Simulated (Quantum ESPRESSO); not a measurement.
# Al (Pm-3m) in Quantum ESPRESSO: a series of runs, part 2 of 2

Quantum ESPRESSO 7.5. Earlier steps stand in the parts before.

## Step 3: Phonons, PBE

Input file pw.in:

```
&CONTROL
  calculation = 'scf'
  prefix = 'pwscf'
  outdir = './tmp'
  pseudo_dir = './pseudo'
  tprnfor = .true.
  tstress = .true.
  disk_io = 'low'
/
&SYSTEM
  ibrav = 0
  nat = 1
  ntyp = 1
  ecutwfc = 40
  nbnd = 6
  occupations = 'smearing'
  smearing = 'mv'
  degauss = 0.01469973
/
&ELECTRONS
  conv_thr = 2d-10
  electron_maxstep = 120
  mixing_beta = 0.5
/
ATOMIC_SPECIES
Al    26.9815 13_Al_3_1.9_1.9_pbe_n_v1.0.upf
CELL_PARAMETERS angstrom
   2.7217600000    0.0000000000    0.0000000000
   0.0000000000    2.7217600000    0.0000000000
   0.0000000000    0.0000000000    2.7217600000
ATOMIC_POSITIONS crystal
Al     0.0000000000    0.0000000000    0.0000000000
K_POINTS automatic
10 10 10 0 0 0
```

Input file scf2.in:

```
&CONTROL
  calculation = 'scf'
  prefix = 'pwscf'
  outdir = './tmp'
  pseudo_dir = './pseudo'
  tprnfor = .true.
  tstress = .true.
  disk_io = 'low'
/
&SYSTEM
  ibrav = 0
  nat = 1
  ntyp = 1
  ecutwfc = 40
  nbnd = 6
  occupations = 'smearing'
  smearing = 'mv'
  degauss = 0.01469973
/
&ELECTRONS
  conv_thr = 1d-13
  electron_maxstep = 120
  mixing_beta = 0.5
  startingpot = 'file'
  startingwfc = 'file'
/
ATOMIC_SPECIES
Al    26.9815 13_Al_3_1.9_1.9_pbe_n_v1.0.upf
CELL_PARAMETERS angstrom
   2.7217600000    0.0000000000    0.0000000000
   0.0000000000    2.7217600000    0.0000000000
   0.0000000000    0.0000000000    2.7217600000
ATOMIC_POSITIONS crystal
Al     0.0000000000    0.0000000000    0.0000000000
K_POINTS automatic
10 10 10 0 0 0
```

Input file ph.in:

```
phonons of Al
&INPUTPH
  prefix = 'pwscf'
  outdir = './tmp'
  tr2_ph = 1d-18
  fildyn = 'dyn'
  niter_ph = 90
  alpha_mix(1) = 0.4
/
0.5000000000 0.5000000000 0.0000000000
```

Potentials or basis: SPMS 1.0 PBE.

Started as:

```sh
$ OMP_NUM_THREADS=1 pw.x -in pw.in > pw.out
$ OMP_NUM_THREADS=1 pw.x -in scf2.in > scf2.out
$ OMP_NUM_THREADS=1 ph.x -in ph.in > ph.out
```

pw.out:

```text
This program is part of the open-source Quantum ESPRESSO suite
     for quantum simulation of materials; please cite
[... 9 lines left out ...]
     --------------------
     sticks:   dense  smooth     PW     G-vecs:    dense   smooth      PW
     Sum         341     341    113                 4697     4697     925

     Using Slab Decomposition

     bravais-lattice index     =            0
     lattice parameter (alat)  =       5.1434  a.u.
     unit-cell volume          =     136.0649 (a.u.)^3
     number of atoms/cell      =            1
     number of atomic types    =            1
     number of electrons       =         3.00
     number of Kohn-Sham states=            6
     kinetic-energy cutoff     =      40.0000  Ry
     charge density cutoff     =     160.0000  Ry
     scf convergence threshold =      2.0E-10
     mixing beta               =       0.5000
     number of iterations used =            8  plain     mixing
     Exchange-correlation= PBE
                           (   1   4   3   4   0   0   0)

     celldm(1)=   5.143381  celldm(2)=   0.000000  celldm(3)=   0.000000
     celldm(4)=   0.000000  celldm(5)=   0.000000  celldm(6)=   0.000000

     crystal axes: (cart. coord. in units of alat)
               a(1) = (   1.000000   0.000000   0.000000 )
               a(2) = (   0.000000   1.000000   0.000000 )
               a(3) = (   0.000000   0.000000   1.000000 )

     reciprocal axes: (cart. coord. in units 2 pi/alat)
               b(1) = (  1.000000  0.000000  0.000000 )
               b(2) = (  0.000000  1.000000  0.000000 )
               b(3) = (  0.000000  0.000000  1.000000 )

     PseudoPot. # 1 for Al read from file:
     13_Al_3_1.9_1.9_pbe_n_v1.0.upf
     Pseudo is Norm-conserving + core correction, Zval =  3.0
     Generated using ONCVPSP code by D. R. Hamann
     Using radial grid of 1872 points,  6 beta functions with:
                l(1) =   0
                l(2) =   0
                l(3) =   1
                l(4) =   1
                l(5) =   2
                l(6) =   2

     atomic species   valence    mass     pseudopotential
     Al                3.00    26.98150     Al( 1.00)

     48 Sym. Ops., with inversion, found

   Cartesian axes

     site n.     atom                  positions (alat units)
         1        Al     tau(   1) = (   0.0000000   0.0000000   0.0000000  )

     number of k points=    56  Marzari-Vanderbilt smearing, width (Ry)=  0.0147
                       cart. coord. in units 2pi/alat
        k(    1) = (   0.0000000   0.0000000   0.0000000), wk =   0.0020000
        k(    2) = (   0.0000000   0.0000000   0.1000000), wk =   0.0120000
        k(    3) = (   0.0000000   0.0000000   0.2000000), wk =   0.0120000
        k(    4) = (   0.0000000   0.0000000   0.3000000), wk =   0.0120000
        k(    5) = (   0.0000000   0.0000000   0.4000000), wk =   0.0120000
        k(    6) = (   0.0000000   0.0000000  -0.5000000), wk =   0.0060000
[... 48 lines left out ...]
        k(   55) = (   0.4000000  -0.5000000  -0.5000000), wk =   0.0120000
        k(   56) = (  -0.5000000  -0.5000000  -0.5000000), wk =   0.0020000

     Dense  grid:     4697 G-vectors     FFT dimensions: (  24,  24,  24)

     Initial potential from superposition of free atoms

     starting charge       2.9976, renormalised to       3.0000
     Starting wfcs are    4 randomized atomic wfcs +    2 random wfcs

     Self-consistent Calculation

     iteration #  1     ecut=    40.00 Ry     beta= 0.50
     Davidson diagonalization with overlap
     ethr =  1.00E-02,  avg # of iterations =  6.7

     Threshold (ethr) on eigenvalues was too large:
     Diagonalizing with lowered threshold

     Davidson diagonalization with overlap
     ethr =  9.33E-05,  avg # of iterations =  4.0

     total energy              =      -4.62128989 Ry
     estimated scf accuracy    <       0.00271138 Ry

     iteration #  2     ecut=    40.00 Ry     beta= 0.50
     Davidson diagonalization with overlap
     ethr =  9.04E-05,  avg # of iterations =  1.0

     total energy              =      -4.62126826 Ry
     estimated scf accuracy    <       0.00058834 Ry

     iteration #  3     ecut=    40.00 Ry     beta= 0.50
     Davidson diagonalization with overlap
     ethr =  1.96E-05,  avg # of iterations =  1.2

     total energy              =      -4.62129781 Ry
     estimated scf accuracy    <       0.00000704 Ry

     iteration #  4     ecut=    40.00 Ry     beta= 0.50
     Davidson diagonalization with overlap
     c_bands:  1 eigenvalues not converged
     c_bands:  1 eigenvalues not converged
     c_bands:  1 eigenvalues not converged
     ethr =  2.35E-07,  avg # of iterations =  3.9

     total energy              =      -4.62129895 Ry
     estimated scf accuracy    <          6.7E-09 Ry

     iteration #  5     ecut=    40.00 Ry     beta= 0.50
     Davidson diagonalization with overlap
     ethr =  2.24E-10,  avg # of iterations =  4.0

     total energy              =      -4.62129900 Ry
     estimated scf accuracy    <          1.8E-09 Ry

     iteration #  6     ecut=    40.00 Ry     beta= 0.50
     Davidson diagonalization with overlap
     ethr =  6.09E-11,  avg # of iterations =  1.0

     End of self-consistent calculation

          k = 0.0000 0.0000 0.0000 (   587 PWs)   bands (ev):

    -3.9567  13.5877  13.5877  14.7192  14.7192  14.7192

          k = 0.0000 0.0000 0.1000 (   583 PWs)   bands (ev):

    -3.7594  11.1076  13.7534  14.8848  14.8848  16.7963

          k = 0.0000 0.0000 0.2000 (   582 PWs)   bands (ev):

    -3.1700   8.1961  14.2340  15.3803  15.3803  18.5181

          k = 0.0000 0.0000 0.3000 (   586 PWs)   bands (ev):

    -2.1974   5.4983  14.9642  16.1992  16.1992  19.8595

          k = 0.0000 0.0000 0.4000 (   586 PWs)   bands (ev):
[... 51 lines left out ...]
          k = 0.0000 0.3000-0.5000 (   576 PWs)   bands (ev):

     2.1464   3.1167   9.4730  11.2652  19.5841  21.1681

          k = 0.0000 0.4000 0.4000 (   570 PWs)   bands (ev):

     2.1749   5.4104   6.7340  10.2888  19.7660  22.4295

          k = 0.0000 0.4000-0.5000 (   568 PWs)   bands (ev):

     3.4847   4.2566   7.1903   8.9777  20.6420  21.9682

          k = 0.0000-0.5000-0.5000 (   576 PWs)   bands (ev):

     5.0488   5.0488   5.3066   7.8022  21.7489  22.3667

          k = 0.1000 0.1000 0.1000 (   579 PWs)   bands (ev):

    -3.3654  11.0049  11.0049  13.4864  18.3240  18.3240

          k = 0.1000 0.1000 0.2000 (   577 PWs)   bands (ev):

    -2.7771   8.4775  11.5101  13.6138  18.7446  20.5289

          k = 0.1000 0.1000 0.3000 (   575 PWs)   bands (ev):

    -1.8064   5.8449  12.3167  14.4308  19.1818  20.8084

          k = 0.1000 0.1000 0.4000 (   585 PWs)   bands (ev):

    -0.4802   3.4832  13.2979  15.6405  18.2552  19.0254
[... 29 lines left out ...]
          k = 0.1000 0.3000-0.5000 (   590 PWs)   bands (ev):

     2.3389   3.2978   9.6018  11.4471  17.5120  18.7049

          k = 0.1000 0.4000 0.4000 (   581 PWs)   bands (ev):

     2.3641   5.5864   6.9063  10.4592  17.5935  20.5629

          k = 0.1000 0.4000-0.5000 (   578 PWs)   bands (ev):

     3.6726   4.4358   7.3567   9.1623  18.6320  19.6578

          k = 0.1000-0.5000-0.5000 (   576 PWs)   bands (ev):

     5.2250   5.2250   5.4921   7.9900  20.0319  20.1907

          k = 0.2000 0.2000 0.2000 (   573 PWs)   bands (ev):

    -1.6063   8.9958   8.9958  11.8043  20.4381  20.4381

          k = 0.2000 0.2000 0.3000 (   585 PWs)   bands (ev):

    -0.6418   6.8304   9.8266  12.1750  17.8750  18.9099

          k = 0.2000 0.2000 0.4000 (   584 PWs)   bands (ev):

     0.6771   4.5626  10.8648  13.3324  15.7583  16.8107

          k = 0.2000 0.2000-0.5000 (   584 PWs)   bands (ev):

     1.9528   2.9551  11.5296  14.7306  14.7913  15.0304
[... 9 lines left out ...]
          k = 0.2000 0.3000-0.5000 (   584 PWs)   bands (ev):

     2.9126   3.8366   9.9005  11.9848  14.9422  15.6046

          k = 0.2000 0.4000 0.4000 (   585 PWs)   bands (ev):

     2.9279   6.1102   7.3974  10.9442  14.7928  17.5830

          k = 0.2000 0.4000-0.5000 (   582 PWs)   bands (ev):

     4.2317   4.9688   7.8341   9.7087  15.9000  16.6161

          k = 0.2000-0.5000-0.5000 (   580 PWs)   bands (ev):

     5.7498   5.7498   6.0357   8.5456  17.2087  17.5475

          k = 0.3000 0.3000 0.3000 (   588 PWs)   bands (ev):

     1.2689   8.0367   8.0367  10.9270  16.0299  16.0299

          k = 0.3000 0.3000 0.4000 (   584 PWs)   bands (ev):

     2.5700   6.2620   9.1088  11.6243  13.8513  14.8800

          k = 0.3000 0.3000-0.5000 (   582 PWs)   bands (ev):

     3.8561   4.7127   9.8228  12.7669  12.9244  13.2954

          k = 0.3000 0.4000 0.4000 (   582 PWs)   bands (ev):

     3.8541   6.9622   8.0557  11.4611  12.6617  14.8999

          k = 0.3000 0.4000-0.5000 (   588 PWs)   bands (ev):

     5.1458   5.8353   8.5056  10.5827  13.5107  13.8934

          k = 0.3000-0.5000-0.5000 (   588 PWs)   bands (ev):

     6.6041   6.6041   6.8866   9.4343  14.5214  14.5216

          k = 0.4000 0.4000 0.4000 (   588 PWs)   bands (ev):

     5.1096   8.0535   8.0535  11.0368  12.6968  12.6968

          k = 0.4000 0.4000-0.5000 (   590 PWs)   bands (ev):

     6.3744   6.9444   8.7992  11.5791  11.7334  12.1151

          k = 0.4000-0.5000-0.5000 (   588 PWs)   bands (ev):

     7.7017   7.7017   7.8861  10.5206  12.3112  12.3112

          k =-0.5000-0.5000-0.5000 (   624 PWs)   bands (ev):

     8.4585   8.4585   8.4585  11.1819  11.1819  12.4615

     the Fermi energy is     5.6071 ev

!    total energy              =      -4.62129900 Ry
     estimated scf accuracy    <          1.1E-10 Ry
     smearing contrib. (-TS)   =      -0.00003115 Ry
     internal energy E=F+TS    =      -4.62126785 Ry

     The total energy is F=E-TS. E is the sum of the following terms:
     one-electron contribution =       2.41615175 Ry
     hartree contribution      =       0.03290359 Ry
     xc contribution           =      -2.10555825 Ry
     ewald contribution        =      -4.96476495 Ry

     convergence has been achieved in   6 iterations

     Forces acting on atoms (cartesian axes, Ry/au):

     atom    1 type  1   force =     0.00000000    0.00000000    0.00000000

     Total force =     0.000000     Total SCF correction =     0.000000

     Computing stress (Cartesian axis) and pressure

          total   stress  (Ry/bohr**3)                   (kbar)     P=        2.05
   0.00001391   0.00000000   0.00000000            2.05        0.00        0.00
   0.00000000   0.00001391   0.00000000            0.00        2.05        0.00
   0.00000000   0.00000000   0.00001391            0.00        0.00        2.05

=------------------------------------------------------------------------------=
   JOB DONE.
=------------------------------------------------------------------------------=
```

Wall time 18 s (1 thread of Arm Neoverse V2, shared host); peak memory 0.09 GiB.

Results:

| Item | Value |
| --- | --- |
| Free energy | -62.8760 eV |
| Pressure after relaxing | 0.2 GPa |
| Band gap on the k mesh | none (metal or under the smearing width) |
| Highest phonon frequency at the q point run | 297 cm⁻¹ |
| Most unstable mode | 150i cm⁻¹ |

Levels at points of the mesh, in eV from the Fermi level:
```tsv
k point	band 1	band 2	band 3	band 4
(0.00, 0.00, 0.00)	-9.56	7.98	7.98	9.11
(0.00, 0.00, -0.50)	-5.22	-4.10	10.54	12.61
(0.00, -0.50, -0.50)	-0.56	-0.56	-0.30	2.20
(-0.50, -0.50, -0.50)	2.85	2.85	2.85	5.57
```

Phonon frequencies in cm⁻¹ (negative: imaginary):
```csv
q point,frequencies
"(0.500, 0.500, 0.000)",-150 297 297
```

Phonon modes at q = (0.500, 0.500, 0.000) in reciprocal lattice units:
| mode | symmetry | cm⁻¹ |
| --- | --- | --- |
| 1 | A_2u | -150 |
| 2 | E_u | 297 |
| 3 | E_u | 297 |

Caveat: the mesh is thin for the phonons of a metal; some modes are imaginary.

## Step 4: Phonons, PBE

pw.in: that of step 3 with these lines changed.

```diff
@@ -13,3 +13,4 @@
   ntyp = 1
-  ecutwfc = 40
+  ecutwfc = 45
+  ecutrho = 360
   nbnd = 6
@@ -25,3 +26,3 @@
 ATOMIC_SPECIES
-Al    26.9815 13_Al_3_1.9_1.9_pbe_n_v1.0.upf
+Al    26.9815 al_pbe_v1.uspp.F.UPF
 CELL_PARAMETERS angstrom
```

scf2.in: that of step 3 with these lines changed.

```diff
@@ -13,3 +13,4 @@
   ntyp = 1
-  ecutwfc = 40
+  ecutwfc = 45
+  ecutrho = 360
   nbnd = 6
@@ -27,3 +28,3 @@
 ATOMIC_SPECIES
-Al    26.9815 13_Al_3_1.9_1.9_pbe_n_v1.0.upf
+Al    26.9815 al_pbe_v1.uspp.F.UPF
 CELL_PARAMETERS angstrom
```

ph.in is that of step 3.

Potentials or basis: GBRV 1.5 PBE.

Started as:

```sh
$ OMP_NUM_THREADS=1 pw.x -in pw.in > pw.out
$ OMP_NUM_THREADS=1 pw.x -in scf2.in > scf2.out
$ OMP_NUM_THREADS=1 ph.x -in ph.in > ph.out
```

pw.out:

```text
This program is part of the open-source Quantum ESPRESSO suite
     for quantum simulation of materials; please cite
[... 9 lines left out ...]
     --------------------
     sticks:   dense  smooth     PW     G-vecs:    dense   smooth      PW
     Sum         757     373    129                15659     5497    1045

     Using Slab Decomposition

     bravais-lattice index     =            0
     lattice parameter (alat)  =       5.1434  a.u.
     unit-cell volume          =     136.0649 (a.u.)^3
     number of atoms/cell      =            1
     number of atomic types    =            1
     number of electrons       =         3.00
     number of Kohn-Sham states=            6
     kinetic-energy cutoff     =      45.0000  Ry
     charge density cutoff     =     360.0000  Ry
     scf convergence threshold =      2.0E-10
     mixing beta               =       0.5000
     number of iterations used =            8  plain     mixing
     Exchange-correlation= SLA  PW   PBE  PBE
                           (   1   4   3   4   0   0   0)

     celldm(1)=   5.143381  celldm(2)=   0.000000  celldm(3)=   0.000000
     celldm(4)=   0.000000  celldm(5)=   0.000000  celldm(6)=   0.000000

     crystal axes: (cart. coord. in units of alat)
               a(1) = (   1.000000   0.000000   0.000000 )
               a(2) = (   0.000000   1.000000   0.000000 )
               a(3) = (   0.000000   0.000000   1.000000 )

     reciprocal axes: (cart. coord. in units 2 pi/alat)
               b(1) = (  1.000000  0.000000  0.000000 )
               b(2) = (  0.000000  1.000000  0.000000 )
[... 81 lines left out ...]

     Dense  grid:    15659 G-vectors     FFT dimensions: (  32,  32,  32)

     Smooth grid:     5497 G-vectors     FFT dimensions: (  24,  24,  24)

     Initial potential from superposition of free atoms

     starting charge       2.9975, renormalised to       3.0000
     Starting wfcs are    4 randomized atomic wfcs +    2 random wfcs

     Self-consistent Calculation

     iteration #  1     ecut=    45.00 Ry     beta= 0.50
     Davidson diagonalization with overlap
     ethr =  1.00E-02,  avg # of iterations =  6.3

     Threshold (ethr) on eigenvalues was too large:
     Diagonalizing with lowered threshold

     Davidson diagonalization with overlap
     ethr =  1.02E-04,  avg # of iterations =  2.9

     total energy              =      -6.68057028 Ry
     estimated scf accuracy    <       0.00296254 Ry
[... 29 lines left out ...]
     iteration #  6     ecut=    45.00 Ry     beta= 0.50
     Davidson diagonalization with overlap
     ethr =  6.99E-10,  avg # of iterations =  1.0

     End of self-consistent calculation

          k = 0.0000 0.0000 0.0000 (   739 PWs)   bands (ev):

    -4.0013  13.5984  13.5984  14.6402  14.6402  14.6402

          k = 0.0000 0.0000 0.1000 (   715 PWs)   bands (ev):
[... 211 lines left out ...]
          k = 0.4000-0.5000-0.5000 (   684 PWs)   bands (ev):

     7.6707   7.6707   7.8418  10.5281  12.3074  12.3074

          k =-0.5000-0.5000-0.5000 (   672 PWs)   bands (ev):

     8.4186   8.4186   8.4186  11.1926  11.1926  12.2946

     the Fermi energy is     5.5813 ev

!    total energy              =      -6.68058386 Ry
     estimated scf accuracy    <          1.4E-10 Ry
     smearing contrib. (-TS)   =      -0.00003363 Ry
     internal energy E=F+TS    =      -6.68055024 Ry

     The total energy is F=E-TS. E is the sum of the following terms:
     one-electron contribution =       2.46924636 Ry
     hartree contribution      =       0.03509356 Ry
     xc contribution           =      -4.22012526 Ry
     ewald contribution        =      -4.96476489 Ry

     convergence has been achieved in   6 iterations

     Forces acting on atoms (cartesian axes, Ry/au):

     atom    1 type  1   force =     0.00000000    0.00000000    0.00000000

     Total force =     0.000000     Total SCF correction =     0.000000

     Computing stress (Cartesian axis) and pressure

          total   stress  (Ry/bohr**3)                   (kbar)     P=        2.25
   0.00001533   0.00000000   0.00000000            2.25        0.00        0.00
   0.00000000   0.00001533   0.00000000            0.00        2.25        0.00
   0.00000000   0.00000000   0.00001533            0.00        0.00        2.25

=------------------------------------------------------------------------------=
   JOB DONE.
=------------------------------------------------------------------------------=
```

Wall time 20 s (1 thread of Arm Neoverse V2, shared host); peak memory 0.09 GiB.

Results:

| Item | Value |
| --- | --- |
| Free energy | -90.8940 eV |
| Pressure after relaxing | 0.2 GPa |
| Band gap on the k mesh | none (metal or under the smearing width) |
| Highest phonon frequency at the q point run | 295 cm⁻¹ |
| Most unstable mode | 150i cm⁻¹ |

Phonon frequencies in cm⁻¹ (negative: imaginary):
```
              q point   frequencies
(0.500, 0.500, 0.000)  -150 295 295
```

Phonon modes at q = (0.500, 0.500, 0.000) in reciprocal lattice units:
```
mode  symmetry  cm⁻¹
   1      A_2u  -150
   2       E_u   295
   3       E_u   295
```

Caveat: the mesh is thin for the phonons of a metal; some modes are imaginary.

## Step 5: Summary

```tsv
potentials or basis	cutoff (eV)	gap on the mesh (eV)	pressure (GPa)
PseudoDojo 0.4 SR PBE stringent	544	none	0.2
SPMS 1.0 PBE	544	none	0.2
GBRV 1.5 PBE	612	none	0.2
```

Alike in all rows: task phonons; level PBE; no spin polarisation; cell relaxed; k mesh 10 × 10 × 10; smearing cold 0.2 eV.

Caveats: the mesh is thin for the phonons of a metal; some modes are imaginary.

Absolute energies hang on the potentials; compare differences alone.
